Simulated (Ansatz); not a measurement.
In doubt: masses and optical values from hybrid runs of this build are listed as unsure, which bears on the screening that GW takes from such a start.

Rows from a G0W0 calculation on ZrSe2/ZrSe2 (1T multilayer) (Ansatz 0.2.0; G0W0 on HSE06, plane waves, PAW; 6×6×1 mesh, 273 empty bands, screening to 39 eV), in eV. Spin-orbit coupling is left out.

| row | k | band | start | Σx | Σc at the solution | Vxc |
| --- | --- | --- | --- | --- | --- | --- |
| A | (0.000, -0.500, 0.000) | v2 | -7.392 | -17.225 | 2.072 | -15.392 |
| B | (0.000, -0.500, 0.000) | v1 | -7.151 | -17.646 | 2.072 | -15.828 |
| C | Γ | v1 | -5.957 | -17.622 | 1.668 | -16.265 |
| D | (0.000, -0.500, 0.000) | c1 | -5.074 | -9.734 | -3.604 | -13.868 |
| E | Γ | c1 | -4.183 | -10.209 | -4.254 | -15.071 |
| F | (0.000, -0.500, 0.000) | c2 | -4.947 | -9.986 | -3.570 | -14.114 |

**Question.** Work out each quasiparticle level and how far it moved.

The quasiparticle equation reads E = start + Σx + Σc(E) − Vxc.

```
row  E (eV)  shift (eV)
  A  -7.153      +0.239
  B  -6.897      +0.254
  C  -5.645      +0.312
  D  -4.544      +0.530
  E  -3.575      +0.607
  F  -4.389      +0.558
```

Limits: not at the basis limit; coarse mesh for a sheet; no spin-orbit coupling.

[Paths, hosts, dates, memory and timing lines, banners, echoed tables and standing remarks are left out of the program output.]

[Logs are printed without paths, hosts, clocks, repeated set-up lines and the standing remarks that a program may print on its own settings, such as how far it seeks lower states.]

[Runs of the session that timed out or met a known fault of the program may be left out.]

[Cells called generated may have been cut or substituted from an entry of the Crystallography Open Database or the Materials Project.]

[Hosts, paths, dates, database ids (printed as entryN), source tags and the programs' standing remarks are cut or masked in the printed files.]
